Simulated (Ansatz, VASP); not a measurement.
One calculation of Ag, two programs

The input INCAR:

```
PREC     = Accurate       # precision mode
ENCUT    = 520            # plane-wave cutoff, eV
EDIFF    = 1E-8           # SCF threshold, eV
ISMEAR   = -1             # smearing method
SIGMA    = 0.05           # smearing width, eV
LREAL    = False          # projectors in reciprocal space
LASPH    = True           # aspherical terms in the spheres
NELM     = 80             # most SCF steps
ALGO     = Normal         # electronic algorithm
ISIF     = 2              # what is computed and relaxed
LWAVE    = False          # write WAVECAR
LCHARG   = False          # write CHGCAR
GGA      = PE             # functional
LEFG     = True         
NBANDS   = 12             # bands
```

Contents of KPOINTS:

```
regular mesh
0
Gamma
  15 15 15
```

Contents of POSCAR:

```
Ag
1.0
    0.0000000000      2.0633300285      2.0633300285
    2.0633300285      0.0000000000      2.0633300285
    2.0633300285      2.0633300285      0.0000000000
Ag
1
Direct
    0.0000000000      0.0000000000      0.0000000000
```

Input for Ansatz:

```yaml
crystal:
  lattice:
    - [0.0, 2.0633300285, 2.0633300285]
    - [2.0633300285, 0.0, 2.0633300285]
    - [2.0633300285, 2.0633300285, 0.0]
  atoms:
    - { symbol: Ag, position: [0.0, 0.0, 0.0] }
kpoints:
  mp_grid: { grid: [15, 15, 15] }
scf:
  occupations: { method: fermi_dirac, width: 0.05 }
hamiltonian:
  xc: pbe
  pseudopotentials: { kind: paw }
output:
  forces: true
  stress: true
  eigenvalues: true
  efg: { contact_densities: true }
```

Change from the starting cell: volume scaled by 1.03, PAW files.

Alike in both runs: task electric field gradients; functional PBE; k mesh 15 × 15 × 15; occupations fermi-dirac, width 0.05 eV; no spin polarisation.

```csv
,VASP,Ansatz
version,VASP 6.6.1,Ansatz 0.2.0
potentials or method,"VASP PAW PBE potentials, release 64 (Ag)","PAW with Ansatz's default frozen-core files, scalar-relativistic"
plane-wave cutoff (eV),520,420
valence electrons in the cell,11,19
```

Ansatz gave:

- pressure (GPa): 1.4
- Vzz of the field gradient on the site that differs most (V/Å²): 0.0

Task: Estimate VASP's values.

Result: Pressure (GPa): 1.3; Vzz of the field gradient on the site that differs most (V/Å²): 0.0.

The two sets of potentials don't hold the same shells in valence. Ansatz warned: «gradients_without_spin_orbit».
